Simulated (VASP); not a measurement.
Wanted: the native input for a VASP 6.6.1 run.

```yaml
Task: single point
Functional: PBE
Potentials_or_basis: VASP PAW PBE potentials, release 64 (Pb_d)
Cutoff: 520 eV
k_mesh: 6 × 6 × 2
Occupations: gaussian, width 0.1 eV
Spin: no spin polarisation
Dipole_correction: no
Further_INCAR_settings: ALGO = Normal; EDIFF = 1e-07; NBANDS = 36
```

The structure of Pb lies in POSCAR:

```
Pb
1.0
    3.5243661423      0.0000000000      0.0000000000
   -1.7621830711      3.0521906115      0.0000000000
    0.0000000000      0.0000000000     11.4952418100
Pb
4
Direct
    0.0000000000      0.0000000000      0.0000000000
    0.3333333300      0.6666666700      0.2500000000
    0.0000000000      0.0000000000      0.5000000000
    0.6666666700      0.3333333300      0.7500000000
```

This isn't the form of Pb at room conditions, which is fcc.

One way to write it, as run:

INCAR

```
SYSTEM = Pb
PREC = Accurate
ENCUT = 520
EDIFF = 1E-7
ISMEAR = 0
SIGMA = 0.1
LREAL = .FALSE.
LASPH = .TRUE.
NELM = 100
ALGO = Normal
ISIF = 2
LWAVE = .FALSE.
LCHARG = .FALSE.
GGA = PE
NBANDS = 36
```

KPOINTS

```
regular mesh
0
G
  6 6 2
  0 0 0
```

Potentials or basis: VASP PAW PBE potentials, release 64 (Pb_d).

Run with:

```console
$ cat potpaw_PBE.64/Pb_d/POTCAR > POTCAR
$ mpirun -np 1 vasp_std > vasp.out
```

It gave:

```json
{"Pressure": "1.3 GPa", "Band gap on the k mesh": "none (metal or under the smearing width)"}
```

Wall time 65 s on 1 thread of Intel(R) Xeon(R) Platinum 8175M CPU @ 2.50GHz (Skylake/Cascade Lake) (shared host), peak memory 0.25 GiB.
